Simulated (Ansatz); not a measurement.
La in the diamond structure under several functionals

All-electron LAPW in Ansatz 0.2.0, scalar-relativistic; spin polarisation is left out. Under each functional the cell was relaxed on PAW files and compressed in steps down to 0.45 of its volume or less; a Vinet curve is fitted to the LAPW pressures over the whole range, which weights high pressures more than a fit near rest would. The structure needn't be the stable one.

```csv
functional,V0 (Å³/atom),B0 (GPa),B0′,"P at 16.32 Å³/atom, interpolated (GPa)"
LDA,34.52,?,4.94,252
PBE,37.22,47.7,5.19,265
```

Fill in "B0 (GPa)" for the row "LDA".

63.3.

Do the functionals differ more at rest or under strong compression?

At rest the volumes span 7.8 %. At 16.32 Å³/atom the pressures span 5.4 % (14 GPa), which a change of volume of about 1.6 % would make up.
